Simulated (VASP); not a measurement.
Level of theory: PBEsol GGA, VASP's PBE PAW potentials (set 64) (plane waves; VASP).

A VASP calculation is set up with these files.

**KPOINTS**
```
Automatic mesh
0
Gamma
4 5 1
0 0 0
```

INCAR:
```
PREC  =  Normal
NSW  =  50   # most ionic steps
GGA  =  PS
LASPH  =  .TRUE.
SYSTEM  =  CsCl(110) slab
LDIPOL  =  .TRUE.
LWAVE  =  .TRUE.
DIPOL  =  0.5 0.5 0.5
EDIFF  =  1E-5
LREAL  =  .FALSE.   # projection in real space or not
IDIPOL  =  3
LCHARG  =  .FALSE.
ALGO  =  Normal   # blocked Davidson
IBRION  =  2
NELM  =  100
ISMEAR  =  0   # Gaussian
ENCUT  =  400   # plane-wave cut-off (eV)
NELMIN  =  4
LMAXMIX  =  4
ISIF  =  2   # forces and stress, cell fixed
EDIFFG  =  -0.03
SIGMA  =  0.05
```

**POSCAR**
```
CsCl(110) slab
1
    5.7587889029     0.0000000000     0.0000000000
    0.0000000000     4.0720785987     0.0000000000
    0.0000000000     0.0000000000    26.3431066846
Cs Cl
4 4
Direct
  0.2500000000   0.0000000000   0.3360450000
  0.7500000000   0.0000000000   0.4453480000
  0.2500000000   0.0000000000   0.5546520000
  0.7500000000   0.0000000000   0.6639550000
  0.7500000000   0.5000000000   0.3360450000
  0.2500000000   0.5000000000   0.4453480000
  0.7500000000   0.5000000000   0.5546520000
  0.2500000000   0.5000000000   0.6639550000
```

POTCAR, in this order: Cs_sv Cl (PBE.64 set). Program: vasp_std.

The resulting files:

**OUTCAR**
```
 ion  position               nearest neighbor table
   1  0.250  0.000  0.336-
   2  0.750  0.000  0.445-
   3  0.250  0.000  0.555-
   4  0.750  0.000  0.664-
   5  0.750  0.500  0.336-
   6  0.250  0.500  0.445-
   7  0.750  0.500  0.555-
   8  0.250  0.500  0.664-
  LATTYP: Found a simple orthorhombic cell.
 ALAT       =     4.0720785987
 B/A-ratio  =     1.4142135922
 C/A-ratio  =     6.4692038835
 Subroutine PRICEL returns:
 Original cell was already a primitive cell.
 Subroutine GETGRP returns: Found  8 space group operations
The static configuration has the point symmetry C_2h.
 The point group associated with its full space group is D_2h.
The dynamic configuration has the point symmetry C_2h.
 Subroutine INISYM returns: Found  8 space group operations
 Subroutine IBZKPT returns following result:
 Found      9 irreducible k-points:

 Following reciprocal coordinates:
            Coordinates               Weight
  0.000000  0.000000  0.000000      1.000000
  0.250000  0.000000  0.000000      2.000000
  0.500000  0.000000  0.000000      1.000000
  0.000000  0.200000  0.000000      2.000000
  0.250000  0.200000  0.000000      4.000000
  0.500000  0.200000  0.000000      2.000000
  0.000000  0.400000  0.000000      2.000000
  0.250000  0.400000  0.000000      4.000000
  0.500000  0.400000  0.000000      2.000000
   k-points           NKPTS =      9   k-points in BZ     NKDIM =      9   number of bands    NBANDS=     38
   number of dos      NEDOS =    301   number of ions     NIONS =      8
   total plane-waves  NPLWV =  78400
   dimension x,y,z NGX =    28 NGY =   20 NGZ =  140
   dimension x,y,z NGXF=    56 NGYF=   40 NGZF=  280
   ions per type =               4   4
   PREC   = normal    normal or accurate (medium, high low for compatibility)
   ISTART =      0    job   : 0-new  1-cont  2-samecut
   ICHARG =      2    charge: 1-file 2-atom 10-const
   ISPIN  =      1    spin polarized calculation?
   LNONCOLLINEAR =      F non collinear calculations
   LSORBIT =      F    spin-orbit coupling
   INIWAV =      1    electr: 0-lowe 1-rand  2-diag
   ENCUT  =  400.0 eV  29.40 Ry    5.42 a.u.   9.39  6.64 42.96*2*pi/ulx,y,z
   NELM   =    100;   NELMIN=  4; NELMDL= -5     # of ELM steps
   EDIFF  = 0.1E-04   stopping-criterion for ELM
   LREAL  =      F    real-space projection
   NLSPLINE    = F    spline interpolate recip. space projectors
   LMAXMIX     =    4 max onsite mixed and CHGCAR
   VOSKOWN=      0    Vosko Wilk Nusair interpolation
   EDIFFG = -.3E-01   stopping-criterion for IOM
   NSW    =     50    number of steps for IOM
   NBLOCK =      1;   KBLOCK =     50    inner block; outer block
   IBRION =      2    ionic relax: 0-MD 1-quasi-New 2-CG
   NFREE  =      1    steps in history (QN), initial steepest desc. (CG)
   ISIF   =      2    stress and relaxation
   ISYM   =      2    0-nonsym 1-usesym 2-fastsym
   TEIN   =    0.0    initial temperature
   TEBEG  =    0.0;   TEEND  =   0.0 temperature during run
   SMASS  =  -3.00    Nose mass-parameter (am)
   PSTRESS=    0.0 pullay stress
   NELECT =      64.0000    total number of electrons
   EFERMI =   0.00;   METHOD = LEGACY
   ISMEAR =     0;   SIGMA  =   0.05  broadening in eV -4-tet -1-fermi 0-gaus
   IALGO  =     38    algorithm
   LDIAG  =      T    sub-space diagonalisation (order eigenvalues)
   IMIX   =      4    mixing-type and parameters
     AMIX     =   0.40;   BMIX     =  1.00
     AMIX_MAG =   1.60;   BMIX_MAG =  1.00
     AMIN     =   0.10
   GGA     = PS    functional components
...
```

### OSZICAR
```
       N       E                     dE             d eps       ncg     rms          rms(c)
DAV:   1     0.586606572595E+03    0.58661E+03   -0.20492E+04   700   0.105E+03
DAV:   2     0.739897537253E+02   -0.51262E+03   -0.50083E+03   998   0.237E+02
DAV:   3    -0.254646643046E+02   -0.99454E+02   -0.99205E+02   782   0.112E+02
DAV:   4    -0.289144589045E+02   -0.34498E+01   -0.34435E+01   808   0.261E+01
DAV:   5    -0.290120299727E+02   -0.97571E-01   -0.97555E-01   896   0.393E+00    0.450E+00
DAV:   6    -0.273369061121E+02    0.16751E+01   -0.33145E+00   792   0.590E+00    0.318E+00
DAV:   7    -0.270540689632E+02    0.28284E+00   -0.96996E-01   928   0.312E+00    0.224E+00
DAV:   8    -0.269420361364E+02    0.11203E+00   -0.78709E-02   792   0.164E+00    0.486E-01
DAV:   9    -0.268959526073E+02    0.46084E-01   -0.11366E-01   792   0.118E+00    0.312E-01
DAV:  10    -0.268849082033E+02    0.11044E-01   -0.17904E-02   824   0.613E-01    0.144E-01
DAV:  11    -0.268799892421E+02    0.49190E-02   -0.13872E-02   786   0.433E-01    0.829E-02
DAV:  12    -0.268824900894E+02   -0.25008E-02   -0.36341E-03   848   0.242E-01    0.777E-02
DAV:  13    -0.268839558481E+02   -0.14658E-02   -0.80064E-04   770   0.100E-01    0.364E-02
DAV:  14    -0.268846608166E+02   -0.70497E-03   -0.26584E-04   764   0.538E-02    0.203E-02
DAV:  15    -0.268857578626E+02   -0.10970E-02   -0.17444E-04   698   0.630E-02    0.979E-03
DAV:  16    -0.268863162607E+02   -0.55840E-03   -0.12697E-04   708   0.422E-02    0.115E-02
DAV:  17    -0.268865541231E+02   -0.23786E-03   -0.22845E-05   612   0.188E-02    0.478E-03
DAV:  18    -0.268866620287E+02   -0.10791E-03   -0.77187E-06   512   0.978E-03    0.251E-03
DAV:  19    -0.268867835925E+02   -0.12156E-03   -0.10222E-05   576   0.797E-03    0.211E-03
DAV:  20    -0.268868673609E+02   -0.83768E-04   -0.66776E-06   532   0.811E-03    0.233E-03
DAV:  21    -0.268868847976E+02   -0.17437E-04   -0.12589E-06   504   0.409E-03    0.739E-04
DAV:  22    -0.268868963811E+02   -0.11583E-04   -0.90895E-07   474   0.269E-03    0.539E-04
DAV:  23    -0.268868976753E+02   -0.12942E-05   -0.26162E-07   504   0.147E-03
   1 F= -.26886898E+02 E0= -.26886898E+02  d E =-.268869E+02
       N       E                     dE             d eps       ncg     rms          rms(c)
DAV:   1    -0.268876294609E+02   -0.73308E-03   -0.10747E-01   828   0.127E+00    0.109E-01
DAV:   2    -0.268879638537E+02   -0.33439E-03   -0.36594E-03   756   0.256E-01    0.449E-02
DAV:   3    -0.268879470863E+02    0.16767E-04   -0.53900E-05   736   0.350E-02    0.296E-02
DAV:   4    -0.268879375353E+02    0.95510E-05   -0.89750E-05   736   0.374E-02
   2 F= -.26887938E+02 E0= -.26887938E+02  d E =-.103986E-02
       N       E                     dE             d eps       ncg     rms          rms(c)
DAV:   1    -0.268876419742E+02    0.30511E-03   -0.96980E-01   786   0.381E+00    0.324E-01
DAV:   2    -0.268906518638E+02   -0.30099E-02   -0.32889E-02   774   0.767E-01    0.137E-01
DAV:   3    -0.268905013360E+02    0.15053E-03   -0.48867E-04   804   0.105E-01    0.915E-02
DAV:   4    -0.268904096159E+02    0.91720E-04   -0.75690E-04   768   0.109E-01    0.474E-02
DAV:   5    -0.268904182719E+02   -0.86560E-05   -0.11036E-04   768   0.440E-02    0.210E-02
DAV:   6    -0.268904223004E+02   -0.40285E-05   -0.60962E-06   480   0.114E-02
   3 F= -.26890422E+02 E0= -.26890422E+02  d E =-.352463E-02
       N       E                     dE             d eps       ncg     rms          rms(c)
DAV:   1    -0.268812425987E+02    0.91757E-02   -0.38679E+00   750   0.763E+00    0.648E-01
DAV:   2    -0.268934749373E+02   -0.12232E-01   -0.13305E-01   768   0.154E+00    0.283E-01
DAV:   3    -0.268928518709E+02    0.62307E-03   -0.19528E-03   804   0.210E-01    0.189E-01
DAV:   4    -0.268924545704E+02    0.39730E-03   -0.28780E-03   768   0.212E-01    0.983E-02
DAV:   5    -0.268924902660E+02   -0.35696E-04   -0.42330E-04   780   0.873E-02    0.448E-02
DAV:   6    -0.268925001554E+02   -0.98893E-05   -0.28321E-05   626   0.233E-02
   4 F= -.26892500E+02 E0= -.26892500E+02  d E =-.560248E-02
```

**OUTCAR**
```
------------------------ aborting loop because EDIFF is reached ----------------------------------------
  FORCE on cell =-STRESS in cart. coord.  units (eV):
  Direction    XX          YY          ZZ          XY          YZ          ZX
  --------------------------------------------------------------------------------------
  Total       -2.3408998      0.4193327     -0.2942562      0.0000000      0.0000000     -0.0000000
  in kB       -6.0712638      1.0875644     -0.7631712      0.0000000      0.0000000     -0.0000000
  external PRESSURE =      -1.9156235 kB  Pullay stress =       0.0000000 kB
  volume of cell :      617.75
      direct lattice vectors                 reciprocal lattice vectors
     5.758788903  0.000000000  0.000000000     0.173647622  0.000000000  0.000000000
     0.000000000  4.072078599  0.000000000     0.000000000  0.245574828  0.000000000
     0.000000000  0.000000000 26.343106685     0.000000000  0.000000000  0.037960595
 POSITION                                       TOTAL-FORCE (eV/Angst)
 -----------------------------------------------------------------------------------
      1.43970      4.07208      8.87538         0.000000     -0.000000      0.003561
      4.31909      4.07208     11.70987         0.000000      0.000000      0.009704
      1.43970      4.07208     14.63324         0.000000      0.000000     -0.009704
      4.31909      4.07208     17.46773         0.000000      0.000000     -0.003561
      4.31909      2.03604      8.87246         0.000000      0.000000      0.019883
      1.43970      2.03604     11.69688         0.000000      0.000000      0.002930
      4.31909      2.03604     14.64622        -0.000000      0.000000     -0.002930
      1.43970      2.03604     17.47064         0.000000     -0.000000     -0.019883
 -----------------------------------------------------------------------------------
    total drift:                                0.000000      0.000000     -0.000000
  FREE ENERGIE OF THE ION-ELECTRON SYSTEM (eV)
  ---------------------------------------------------
  free  energy   TOTEN  =       -26.8925001554 eV

  energy  without entropy=      -26.8925001554  energy(sigma->0) =      -26.89250016

 reached required accuracy - stopping structural energy minimisation
```
(Selected blocks of OUTCAR.)

File CONTCAR:
```
CsCl(110) slab
   1.00000000000000
     5.7587889029000001    0.0000000000000000    0.0000000000000000
     0.0000000000000000    4.0720785987000001    0.0000000000000000
     0.0000000000000000    0.0000000000000000   26.3431066845999986
  Cs              Cl
     4     4
Direct
     0.2500000000000000    1.0000000000000000    0.3369145941457185
     0.7500000000000000    1.0000000000000000    0.4445135046848595
     0.2500000000000000    1.0000000000000000    0.5554864953151405
     0.7500000000000000    1.0000000000000000    0.6630854058542814
     0.7500000000000000    0.5000000000000000    0.3368040070833747
     0.2500000000000000    0.5000000000000000    0.4440207006244595
     0.7500000000000000    0.5000000000000000    0.5559792993755405
     0.2500000000000000    0.5000000000000000    0.6631959929166253
```

OUTCAR:
```
 val. band max:       -3.0387102552   @ k =   0.0000   0.0000   0.0000

 cond. band min:       1.4672804466   @ k =   0.0000   0.0000   0.0000


 Fermi energy:        -2.7771168102

 k-point     1 :       0.0000    0.0000    0.0000
  band No.  band energies     occupation
      1     -22.8726      2.00000
      2     -22.8706      2.00000
      3     -22.5660      2.00000
      4     -22.4847      2.00000
      5     -15.5845      2.00000
      6     -15.5500      2.00000
      7     -15.1740      2.00000
      8     -15.1687      2.00000
      9      -9.9680      2.00000
     10      -9.9501      2.00000
     11      -9.8252      2.00000
     12      -9.8069      2.00000
     13      -9.4972      2.00000
     14      -9.3945      2.00000
     15      -9.2885      2.00000
     16      -9.2814      2.00000
     17      -9.2144      2.00000
     18      -9.1290      2.00000
     19      -8.9676      2.00000
     20      -8.8486      2.00000
     21      -3.9952      2.00000
     22      -3.9196      2.00000
     23      -3.7314      2.00000
     24      -3.5826      2.00000
     25      -3.5054      2.00000
     26      -3.4964      2.00000
     27      -3.4620      2.00000
     28      -3.3683      2.00000
     29      -3.3189      2.00000
     30      -3.2705      2.00000
     31      -3.0420      2.00000
     32      -3.0387      2.00000
     33       1.4673      0.00000
     34       1.6578      0.00000
     35       2.0371      0.00000
     36       2.2471      0.00000
     37       2.2966      0.00000
     38       2.4906      0.00000

 k-point     2 :       0.2500    0.0000    0.0000
  band No.  band energies     occupation
      1     -22.8669      2.00000
      2     -22.8660      2.00000
      3     -22.5557      2.00000
      4     -22.4977      2.00000
      5     -15.6052      2.00000
      6     -15.5822      2.00000
      7     -15.2033      2.00000
      8     -15.1997      2.00000
      9      -9.9042      2.00000
     10      -9.8635      2.00000
...
```

Unless said otherwise, spin-orbit coupling is left out, though it shifts the bands of the heavy elements here.

The cell is a thin slab with vacuum, built from CsCl (CsCl type): (110) face.
